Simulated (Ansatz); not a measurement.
NiO under changes of volume

One of the cells (9.146 Å³/atom); the others are scaled copies at fixed shape and fractional positions:

```
CELL_PARAMETERS angstrom
0.00000 2.09131 2.09131
2.09131 0.00000 2.09131
2.09131 2.09131 0.00000
ATOMIC_POSITIONS crystal
Ni 0.00000 0.00000 0.00000
O 0.50000 0.50000 0.50000
```

| Item | Value |
| --- | --- |
| Program | Ansatz 0.2.0 |
| Functional | PBE |
| Potentials or basis | Ansatz PAW |
| Cutoff | 420 eV (not typed: the program's choice for these potentials) |
| k mesh | 11 × 11 × 11 |
| Occupations | fermi-dirac, width 0.05 eV |
| Spin | collinear spin, ferromagnetic start |
| Starting moments | [1.0, 0.0] μB |

```tsv
volume (Å³/atom)	energy over the lowest point (meV/atom)	pressure (GPa)	moment (μB per cell)
8.598	38.26	16.7	1.53
8.781	21.92	12.0	1.60
8.964	10.63	8.0	1.68
9.146	3.26	4.3	1.75
9.329	0.00	0.8	1.80
9.512	0.77	-2.4	1.84
9.695	?	?	?
```

**Question.** What does the run at 9.695 Å³/atom give?

**Answer.** Energy over the lowest point 5.09 meV/atom; pressure -5.4 GPa; moment 1.87 μB per cell.

Worked out: A Birch-Murnaghan fit of order 3 (a polynomial in V^(-2/3)) to the other rows has its minimum at 9.39 Å³/atom with B0 = V·E''(V) = 169 GPa (rough, since the energies scatter). It gives 5.01 meV/atom at 9.695 Å³/atom, against the run's 5.09, and -dE/dV = -5.3 GPa, against -5.4. A parabola through the other rows of the moment, of slope 0.162 μB per Å³/atom there, extrapolates to 1.88 μB, against the run's 1.87.

Energies are extrapolated to zero smearing.

Caveats: a cell with one magnetic atom can't hold antiferromagnetic order, which such compounds often take.
